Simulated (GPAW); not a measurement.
Wanted: an ASE script for a GPAW 26.7.0 run.

```yaml
Task: single point
Functional: LDA
Potentials_or_basis: the program's PAW data sets (release 1.2.1) made for this functional
Cutoff: 450 eV
Basis: pw
k_mesh: 9 × 9 × 1
Occupations: fermi-dirac, width 0.05 eV
Spin: no spin polarisation
Maxiter: 150
Dipole_layer: yes
```

The structure of Mo lies in Mo.xyz:

```xyz
6
Lattice="2.8496403282 -0.0000000000 0.0000000000 -0.0000000000 2.8496403282 0.0000000000 0.0000000000 0.0000000000 25.0750000000" Properties=species:S:1:pos:R:3 pbc="T T T"
Mo     1.4248201641      1.4248201641      7.5000000000
Mo     0.0000000000      0.0000000000      9.5150000000
Mo     1.4248201641      1.4248201641     11.5300000000
Mo     0.0000000000      0.0000000000     13.5450000000
Mo     1.4248201641      1.4248201641     15.5600000000
Mo     0.0000000000      0.0000000000     17.5750000000
```

The slab is cut from a database's or a generator's crystal, which needn't be the stable form of the element.

The cell isn't the ideal one: the (1 0 0) slab of Mo, cut from the database cell, not relaxed.

One way to write it, as run:

run.py

```python
import numpy as np
from ase.dft.bandgap import bandgap
from ase.io import read, write
from gpaw import GPAW, PW

atoms = read('Mo.xyz')
atoms.pbc = (True, True, False)

calc = GPAW(mode=PW(450),
            xc='LDA',
            kpts={'size': (9, 9, 1), 'gamma': True},
            occupations={'name': 'fermi-dirac', 'width': 0.05},
            nbands=72,
            convergence={'density': 1e-05, 'energy': 1e-05},
            maxiter=150,
            poissonsolver={'dipolelayer': 'xy'},
            txt='gpaw.txt')
atoms.calc = calc
energy = atoms.get_potential_energy()
forces = atoms.get_forces()
calc.write('gs.gpw')
write('result.traj', atoms)
print(f'Energy: {energy:.6f} eV')
print('Forces (eV/A):')
print(forces.round(4))
print('Fermi level:', round(calc.get_fermi_level(), 4), 'eV')
print(f'Gap: {bandgap(calc)[0]:.4f} eV, direct: {bandgap(calc, direct=True)[0]:.4f} eV')

v = calc.get_electrostatic_potential().mean(axis=(0, 1))
z = np.arange(len(v)) * atoms.cell[2, 2] / len(v)
ef = calc.get_fermi_level()
np.savetxt('planar.dat', np.c_[z, v], fmt='%.4f')
below, above = np.interp([1.5, atoms.cell[2, 2] - 1.5], z, v) - ef
print(f'Work functions: bottom {below:.4f} eV, top {above:.4f} eV')
print('Dipole moment:', *calc.get_dipole_moment().round(5), 'e A')
```

Potentials or basis: the program's PAW data sets (release 1.2.1) made for this functional, pw.

Run with:

```console
$ OMP_NUM_THREADS=1 python run.py
```

Results of the run:

* Largest force: 1.157 eV/Å
* Band gap on the k mesh: none (metal or under the smearing width)
* Dipole across the slab: 0.00 e·Å
* Work function of the upper face: 4.65 eV
* Work function of the lower face: 4.65 eV

Wall time 2.5 min on 1 thread of Arm Neoverse V2, with other jobs on the host, peak memory 0.27 GiB.
